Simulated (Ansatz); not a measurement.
## Moving the functional in La

```cif
data_structure
_symmetry_space_group_name_H-M 'P 1'
_symmetry_Int_Tables_number 1
_cell_length_a 3.7700
_cell_length_b 3.7700
_cell_length_c 12.1590
_cell_angle_alpha 90.000
_cell_angle_beta 90.000
_cell_angle_gamma 120.000
_cell_volume 149.66
loop_
_atom_site_label
_atom_site_type_symbol
_atom_site_fract_x
_atom_site_fract_y
_atom_site_fract_z
_atom_site_occupancy
La1 La 0.66667 0.33333 0.25000 1
La2 La 0.33333 0.66667 0.75000 1
La3 La 0.00000 0.00000 0.50000 1
La4 La 0.00000 0.00000 0.00000 1
```

Kept alike: task band structure; k mesh 8 × 8 × 3; occupations fermi-dirac, width 0.05 eV; no spin polarisation. Program: Ansatz, all-electron LAPW, scalar-relativistic. The mesh is that of the run's cell of 4 atoms. No spin-orbit coupling.

| run | pressure (GPa) |
| --- | --- |
| A | -2.28 |
| B | -3.57 |
| C | -0.19 |

Pressure is positive in compression. For a metal such a mesh leaves the last digits unconverged.

Task: The runs differ in the functional alone: LDA; PBE; PBEsol. Which run is which?

Result: Run A is PBEsol; run B is LDA; run C is PBE. The pressure runs from -3.57 (LDA) to -0.19 GPa (PBE). From PBE: LDA -3.38; PBEsol -2.09.
